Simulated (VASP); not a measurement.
A run of VASP 6.6.1 is set up as follows.

File POSCAR:

```
CdTe
1.0
    0.0000000000      3.2799551172      3.2799551172
    3.4475608237      0.0000000000      3.2799551172
    3.4475608237      3.2799551172      0.0000000000
Cd Te
1 1
Direct
    0.0000000000      0.0000000000      0.0000000000
    0.2500000000      0.2500000000      0.2500000000
```

The input INCAR.step1:

```
SYSTEM = CdTe
PREC = Accurate
ENCUT = 520
EDIFF = 1E-5
ISMEAR = 0
SIGMA = 0.01
LREAL = .False.
LASPH = .True.
NELM = 80
ALGO = Normal
ISIF = 2
LWAVE = .True.
LCHARG = .False.
NBANDS = 16
GGA = PE
```

INCAR.step2

```
SYSTEM = CdTe
PREC = Accurate
ENCUT = 520
EDIFF = 1E-7
ISMEAR = 0
SIGMA = 0.01
LREAL = .False.
LASPH = .True.
NELM = 80
ALGO = Normal
ISIF = 2
LWAVE = .False.
LCHARG = .False.
GGA = PE
LHFCALC = .True.
HFSCREEN = 0.2079
PRECFOCK = Normal
NBANDS = 16
ISTART = 1
```

KPOINTS

```
Automatic mesh
0
Gamma
  4 4 4
  0 0 0
```

Potentials or basis: VASP PAW PBE potentials, release 64 (Cd, Te).

The run is started by

```console
$ cat potpaw_PBE.64/Cd/POTCAR potpaw_PBE.64/Te/POTCAR > POTCAR
$ cp INCAR.step1 INCAR
$ mpirun -np 1 vasp_std > vasp.out
$ cp INCAR.step2 INCAR
$ mpirun -np 1 vasp_std > vasp.out
```

Task: What does it give for the band gap on the k mesh?

Result: 1.21 eV, direct.

Task: What does it give for the pressure?

Result: -1.6 GPa.

Stress tensor (GPa, compression positive):
```
-2.31  0.00  0.00
 0.00 -1.24  0.00
 0.00  0.00 -1.24
```

Caveat: the PAW data sets were made with another functional, which shifts forces and pressure a little; spin-orbit coupling is left out, which moves the levels of the heavy elements.
